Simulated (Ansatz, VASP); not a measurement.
# Cross-check of SiGe (CsCl type (invented)) between VASP and Ansatz, part 2 of 2

Wanted: the spread between two codes on one cell, functional and k mesh. The cell is generated by rule, not measured, and may not be a known phase. The two relaxations start from unlike cells of this crystal (the structure described is Ansatz's start), so only their ends are compared.

VASP 6.6.1 and Ansatz 0.2.0.

So far: Starting point; Ansatz: relaxation of cell and atoms, PBE, pair 1; VASP: relaxation of cell and atoms, PBE, pair 1; Side by side.

**5. Ansatz: relaxation of cell and atoms, PBE, pair 2**

Level of this step: Ansatz beside VASP: Kohn-Sham DFT, plane waves, PBE (Ansatz).

The relaxed volume is the usual yardstick between codes: in a stiff, nearly cubic crystal its relative difference is about their pressure difference at one cell divided by the bulk modulus. Its start cell is another than that of the pair before, and may be another structure of the material.

The two relaxations start from unlike cells of this crystal, so only their ends are compared.

Input file input.yaml:

```yaml
crystal:
  lattice:
    - [3.2660170307, 0.0, 0.0]
    - [0.0, 3.2660170307, 0.0]
    - [0.0, 0.0, 3.2660170307]
  atoms:
    - { symbol: Ge, position: [0.0, 0.0, 0.0] }
    - { symbol: Si, position: [0.5, 0.5, 0.5] }
kpoints:
  mp_grid: { grid: [14, 14, 14] }
hamiltonian:
  xc: pbe
scf:
  occupations: { method: gaussian, width: 0.1 }
output:
  forces: true
  stress: true
  eigenvalues: true
  write_density: true
  write_potential: true
  elf: true
  volumetric_format: npy
relax:
  adjacent_minimum: "off"
  f_tol: 0.005
  max_steps: 80
  cell: { stress_tol: 0.05 }
```

Launch:

```sh
$ ansatz run input.yaml --threads 2 --pin off --max-ram 5120MiB --backend cpu --events-out ev --progress --plain --runs-dir out
```

Numbers of over 12 decimals in the logs are rounded to 6 here.

The program printed:

```text
[...]
Crystal: 2 atoms, lattice volume = 34.838 Å³
Basis set: ecut = 420 eV, 691 PW (Γ), exchange–correlation on 48×48×48 points (8 copies of the dense FFT grid, shifted against one another)
Bands: 13, of which v1, the nominal top of the filled ones, is band 9 counted from 1 (8 counted from 0)
Symmetry: 48 space group operations
[...]
k-points: 120 of 2744
[...]
k-point 119: bands = [... 5 lower, 5.0931, 6.2102, 8.1313, 8.1313, 8.1313, 8.3973, 8.3973, 8.3973, ... 4 higher]
--- Relaxed structure (3 steps of the walk, 3 accepted, 1 SCFs on fresh bases) ---
[...]
cell:  # Å, volume = 34.3934 Å³
    - [3.252057, 0, 0]
    - [0, 3.252057, 0]
    - [0, 0, 3.252057]
  atoms:
    - { symbol: Ge, position: [0, 0, 0] }
    - { symbol: Si, position: [0.5, 0.5, 0.5] }
[key lines of the parts left out:]
SCF converged after 5 iterations
Free energy (F): -4929.777583 eV
Fermi energy:    10.420109 eV
P = ⅓ Tr σ = -0.0071 GPa (-0.071 kbar)
```

**6. VASP: relaxation of cell and atoms, PBE, pair 2**

Its own start cell and the same functional, mesh and smearing now go to VASP, with its own data sets.

Input file INCAR:

```
SYSTEM = SiGe
PREC = Accurate
ENCUT = 500
EDIFF = 1E-07
NELM = 120
ISMEAR = 0
SIGMA = 0.1
LREAL = .FALSE.
ALGO = Normal
GGA = PE
NBANDS = 15
LORBIT = 11
LWAVE = .FALSE.
LCHARG = .FALSE.
ISIF = 3
IBRION = 2
NSW = 80
EDIFFG = -0.005
LASPH = .TRUE.
GGA_COMPAT = .FALSE.
NELMIN = 4
```

Input file POSCAR:

```
SiGe
1.0
    3.2521301965      0.0000000000      0.0000000000
    0.0000000000      3.2521301965      0.0000000000
    0.0000000000      0.0000000000      3.2521301965
Ge Si
1 1
Direct
    0.0000000000      0.0000000000      0.0000000000
    0.5000001531      0.5000001531      0.5000001531
```

Input file KPOINTS:

```
Automatic mesh
0
Gamma
14 14 14
0 0 0
```

PAW data sets: Ge_d and Si (PBE family, release 64).

Launch:

```sh
$ mpirun -np 1 vasp_std
```

The program printed:

```text
[... set-up lines as in an earlier step ...]
 entering main loop
       N       E                     dE             d eps       ncg     rms          rms(c)
DAV:   1     0.819958955361E+02    0.81996E+02   -0.89417E+03  3947   0.266E+03
DAV:   2    -0.206576210054E+00   -0.82202E+02   -0.78903E+02  3978   0.451E+02
DAV:   3    -0.879557294776E+01   -0.85890E+01   -0.85217E+01  4524   0.832E+01
DAV:   4    -0.895031438374E+01   -0.15474E+00   -0.15470E+00  4342   0.113E+01
[...]
DAV:   9    -0.892214356941E+01   -0.57240E-05   -0.33426E-05  4670   0.780E-02    0.220E-02
DAV:  10    -0.892214629357E+01   -0.27242E-05   -0.21599E-06  4503   0.107E-02    0.272E-03
DAV:  11    -0.892214628972E+01    0.38435E-08   -0.13461E-07  3396   0.508E-03
   1 F= -.89221463E+01 E0= -.89196849E+01  d E =-.892215E+01
[...]
N       E                     dE             d eps       ncg     rms          rms(c)
DAV:   1    -0.892247117638E+01   -0.32488E-03   -0.45933E-03  4629   0.133E+00    0.107E-01
DAV:   2    -0.892221918274E+01    0.25199E-03   -0.32667E-04  4587   0.379E-01    0.543E-02
DAV:   3    -0.892214111676E+01    0.78066E-04   -0.10899E-04  4567   0.188E-01    0.120E-02
DAV:   4    -0.892213661140E+01    0.45054E-05   -0.49425E-06  4580   0.366E-02    0.535E-03
DAV:   5    -0.892213662615E+01   -0.14747E-07   -0.56936E-07  4412   0.123E-02
   2 F= -.89221366E+01 E0= -.89196728E+01  d E =0.966357E-05
 trial-energy change:    0.000010  1 .order    0.000001   -0.000030    0.000031
 step:   0.3028(harm=  0.4911)  dis= 0.00000  next Energy=    -8.922151 (dE=-0.430E-05)
[...]
N       E                     dE             d eps       ncg     rms          rms(c)
DAV:   1    -0.892231099286E+01   -0.17438E-03   -0.22358E-03  4615   0.932E-01    0.747E-02
DAV:   2    -0.892218940058E+01    0.12159E-03   -0.15706E-04  4531   0.262E-01    0.381E-02
DAV:   3    -0.892215053748E+01    0.38863E-04   -0.53171E-05  4518   0.131E-01    0.832E-03
DAV:   4    -0.892214742208E+01    0.31154E-05   -0.24301E-06  4517   0.257E-02    0.371E-03
DAV:   5    -0.892214687332E+01    0.54876E-06   -0.27420E-07  3775   0.854E-03    0.101E-03
DAV:   6    -0.892214680754E+01    0.65783E-07   -0.18094E-08  2241   0.237E-03
   3 F= -.89221468E+01 E0= -.89196847E+01  d E =-.517817E-06
[...]
reached required accuracy - stopping structural energy minimisation
```

Parts of OUTCAR (step 6):

```text
  Total        0.0080666      0.0080666      0.0080666      0.0000000     -0.0000000      0.0000000
  in kB        0.3759172      0.3759172      0.3759172      0.0000000     -0.0000000      0.0000000
  external PRESSURE =       0.3759172 kB  Pullay stress =       0.0000000 kB

 POSITION                                       TOTAL-FORCE (eV/Angst)
 -----------------------------------------------------------------------------------
      0.00000      0.00000      0.00000         0.000000      0.000000      0.000000
      1.62582      1.62582      1.62582        -0.000000     -0.000000      0.000000
 -----------------------------------------------------------------------------------
    total drift:                                0.000011      0.000011      0.000011

  FREE ENERGIE OF THE ION-ELECTRON SYSTEM (eV)
  ---------------------------------------------------
  free  energy   TOTEN  =        -8.9221468075 eV

  energy  without entropy=       -8.9172225607  energy(sigma->0) =       -8.91968468

[... 1 part as in an earlier step ...]

[... 3 further parts left out ...]
[key lines of the parts left out:]
E-fermi :   7.8232
```

**7. Side by side**

Compared:

| quantity | Ansatz | VASP | difference |
| --- | --- | --- | --- |
| volume (Å³) | 34.39 | 34.38 | +0.04 % |
| edge a after relaxation, in the typed setting (Å) | 3.252 | 3.252 | +0.02 % |

**8. Summary of results**

```
difference in volume (relaxation of cell and atoms, PBE, pair 1) : 0.18 %
difference in volume (relaxation of cell and atoms, PBE, pair 2) : 0.038 %
```

In words: The difference in volume is 0.18 % (relaxation of cell and atoms, PBE, pair 1), within the 1.2 % picked in this series as the mark of a large difference, as far as the stopping tolerances let one tell. How closely two codes agree says nothing of how well the functional describes the real material.

[Lines on the potential files, build, host, timing and source positions are cut from VASP's logs without a mark.]

[Logs are printed without paths, hosts, clocks, repeated set-up lines and the standing remarks that a program may print on its own settings, such as how far it seeks lower states.]

[Hosts, paths, dates, database ids (printed as entryN), source tags and the programs' standing remarks are cut or masked in the printed files.]
